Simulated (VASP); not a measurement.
BN, 4 atoms in the cell. Symmetry: P6_3mc, No. 186, hexagonal system. The conventional cell has a = 2.544 Å, b = 2.544 Å, c = 4.208 Å, α = 90.00°, β = 90.00°, γ = 120.00°. B (site symmetry 3m) is surrounded by 4 N at 1.56 to 1.58 Å. N (site symmetry 3m) has 4 B at 1.56 to 1.58 Å as nearest neighbours. The cell was built by a generator and needn't be a form met in nature.

```yaml
Program: VASP 6.6.1
Task: single point
Functional: HSE06
Potentials_or_basis: VASP PAW PBE potentials, release 64 (B, N)
Cutoff: 520 eV
k_mesh: 6 × 6 × 4
Occupations: gaussian, width 0.01 eV
Spin: no spin polarisation
Dipole_correction: no
Exchange_at_q_=_0: truncated
Grid_for_exact_exchange_PRECFOCK: Normal
Screening_parameter: 0.2079 1/A
Further_INCAR_settings: ALGO = Normal; EDIFF = 1e-06; NBANDS = 16
```

Potentials or basis: VASP PAW PBE potentials, release 64 (B, N).

Launch:

```sh
$ cat potpaw_PBE.64/B/POTCAR potpaw_PBE.64/N/POTCAR > POTCAR
$ cp INCAR.step1 INCAR
$ mpirun -np 1 vasp_std > vasp.out
$ cp INCAR.step2 INCAR
$ mpirun -np 1 vasp_std > vasp.out
```

Hardware: 1 thread of Intel(R) Xeon(R) 6975P-C (Granite Rapids), on a shared host.

Task: How long does it take, and how much memory?

Result: Run time: 6.5 min on 1 thread of Intel(R) Xeon(R) 6975P-C (Granite Rapids) (shared host), peak memory 0.24 GiB. Counts: scf iterations 9, k points 21.
